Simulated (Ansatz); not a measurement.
## Property card for AlCo

Method: DFT PBE, scalar-relativistic, plane waves, PAW in Ansatz 0.2.0.

Plane waves to 420 eV, a k mesh through Γ of 14×14×14 on the computed 2-atom cell and Gaussian smearing (0.10 eV); no spin polarisation.

The structure is relaxed at this level of theory with its symmetry kept. Whether it is the stable form of this composition wasn't checked.

```cif
data_structure
_symmetry_space_group_name_H-M 'P 1'
_symmetry_Int_Tables_number 1
_cell_length_a 2.8519
_cell_length_b 2.8519
_cell_length_c 2.8519
_cell_angle_alpha 90.000
_cell_angle_beta 90.000
_cell_angle_gamma 90.000
_cell_volume 23.20
loop_
_atom_site_label
_atom_site_type_symbol
_atom_site_fract_x
_atom_site_fract_y
_atom_site_fract_z
_atom_site_occupancy
Al1 Al 0.00000 0.00000 0.00000 1
Co1 Co 0.50000 0.50000 0.50000 1
```

(1) Formation energy from the elements' standard states (uncorrected)?

(2) Density of states at the Fermi level?

(3) Löwdin character within 0.5 eV of the Fermi level?

(4) Bulk modulus?

(5) Its pressure derivative?

(6) Bader charges (e)?

A ferromagnetic start lost its moments in a first run, so spin was left out; other magnetic orders weren't tried.

## Answers

(1) -0.592 eV/atom.

(2) 0.65 states/eV per cell.

(3) Co 3d 76 %, Al 3p 16 %.

(4) 179 GPa.

(5) 4.3.

(6) Al (1 in the cell) 1.84, Co (1 in the cell) -1.84.